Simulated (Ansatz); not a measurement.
# SiNi: axial (c/a) deformation path

Theory: DFT PBE, scalar-relativistic, plane waves, PAW in Ansatz 0.2.0. The runs took a 420 eV cutoff, a Γ-centred 18×16×12 mesh and Gaussian smearing (0.15 eV). No spin polarisation. A magnetic state may lie lower. Energies are free energies at this smearing, counted from the undisturbed cell; pressure is positive in compression.

The undisturbed cell (relaxed at this level; this form isn't the usual structure):

```xyz
4
Lattice="3.0553 0.0000 0.0000 0.0000 3.2583 0.0000 0.0000 0.0000 4.7094" Properties=species:S:1:pos:R:3 pbc="T T T"
Si    1.5276    1.6292    3.9709
Si    0.0000    0.0000    0.7385
Ni    1.5276    1.6292    1.6121
Ni    0.0000    0.0000    3.0973
```

At fixed volume and fractional coordinates, lengths along (0.000, 0.000, 1.000) are scaled against those across it; ρ is that ratio over its starting value. The cell is metallic on the mesh throughout.

```tsv
ρ	ΔE (meV/atom)	pressure (GPa)
0.800	462.3	24.9
0.850	218.4	14.3
0.920	49.4	5.1
0.960	11.2	1.9
1.000	0.0	0.0
1.050	12.3	-1.2
1.100	42.3	-1.4
1.200	126.3	0.1
1.300	226.0	3.2
```

Cost: 9 runs of about 6.6 core-minutes in all, on Arm Neoverse V1 (shared hosts).